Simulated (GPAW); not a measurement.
Crystal: CuO.

```
Cu O
1.0
     1.99097   -2.15355    0.00000
     1.99097    2.15355    0.00000
     0.00000    0.00000    5.15593
Cu O
2 2
Direct
  0.50000 0.00000 0.00000
  0.00000 0.50000 0.50000
  0.50000 0.50000 0.25000
  0.50000 0.50000 0.75000
```

Measurements of this composition are mostly on another form, of space group No. 15.

- Program: GPAW 26.7.0
- Task: relaxation of cell and atoms
- Functional: PBEsol
- Dispersion: D3(BJ)+ATM
- Potentials or basis: PAW data sets generated in the run's folder for this functional
- Cutoff: 800 eV
- Basis: pw
- k mesh: 6 × 6 × 4
- Occupations: fermi-dirac, width 0.05 eV
- Spin: no spin polarisation

At the start: pressure -6.4 GPa; volume 11.05 Å³/atom.

Problem. How do energy, volume and symmetry change on relaxing?

Solution. Over 9 steps the energy falls by 7.2 meV/atom and the volume is 10.60 Å³/atom (-4.1 %); space group Cccm (No. 66, to 0.05 Å).

Step by step:
| step | energy change (eV) | largest force (eV/Å) | pressure (GPa) | volume (Å³) |
| --- | --- | --- | --- | --- |
| 1 | 0.0000 | 0.0000 | -6.36 | 44.21 |
| 2 | -0.0070 | 0.0000 | -5.63 | 44.01 |
| 3 | -0.0266 | 0.0001 | 0.27 | 42.51 |
| 4 | -0.0271 | 0.0000 | -0.03 | 42.58 |
| 5 | -0.0278 | 0.0000 | -0.35 | 42.64 |
| 6 | -0.0287 | 0.0001 | -0.70 | 42.67 |
| 7 | -0.0292 | 0.0002 | -0.66 | 42.60 |
| 8 | -0.0291 | 0.0002 | -0.28 | 42.48 |
| 9 | -0.0289 | 0.0001 | -0.03 | 42.41 |

Final structure:
```
Cu O
1.0
     1.96086   -2.10684    0.00000
     1.96087    2.10684    0.00000
     0.00000    0.00000    5.13342
Cu O
2 2
Direct
  0.50000 0.00000 0.00000
  0.00000 0.50000 0.50000
  0.50000 0.50000 0.25000
  0.50000 0.50000 0.75000
```

Caveat: with this Cu data set, volumes or pressures lay over 1.5 % or 2 GPa off other programs in two to four cells of ten; later steps reuse the first step's grids; the run has no spin polarisation, though such a crystal can be magnetic; pairwise dispersion overbinds metals, which lowers pressure and volume.
